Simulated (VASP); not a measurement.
InSb, 2 atoms in the cell. The structure is cubic, space group F-43m (No. 216). Conventional cell: a = 6.521 Å, b = 6.521 Å, c = 6.521 Å, α = 90.00°, β = 90.00°, γ = 90.00°. In (site symmetry -43m) is surrounded by 4 Sb at 2.82 Å. Sb (site symmetry -43m) is surrounded by 4 In at 2.82 Å. 

* Program: VASP 6.6.1
* Task: relaxation of cell and atoms
* Functional: PBEsol
* Potentials or basis: VASP PAW PBE potentials, release 64 (In_d, Sb)
* Cutoff: 600 eV
* k mesh: 10 × 10 × 10
* Occupations: gaussian, width 0.03 eV
* Spin: no spin polarisation
* Further INCAR settings: ALGO = Normal; EDIFF = 1e-07; IBRION = 2; EDIFFG = -0.005; NSW = 90; ISIF = 3

Potentials or basis: VASP PAW PBE potentials, release 64 (In_d, Sb).

Launch:

```sh
$ cat potpaw_PBE.64/In_d/POTCAR potpaw_PBE.64/Sb/POTCAR > POTCAR
$ mpirun -np 4 vasp_std > vasp.out
```

Hardware: 4 MPI ranks on Intel(R) Xeon(R) Platinum 8375C CPU @ 2.90GHz (Ice Lake), on a shared host.

Problem. How long does it take, and how much memory?

Solution. It took 27 s on 4 MPI ranks on Intel(R) Xeon(R) Platinum 8375C CPU @ 2.90GHz (Ice Lake), with other jobs on the host, peak memory 0.26 GiB a rank. Counts: scf iterations 13, k points 47, ion steps 1.
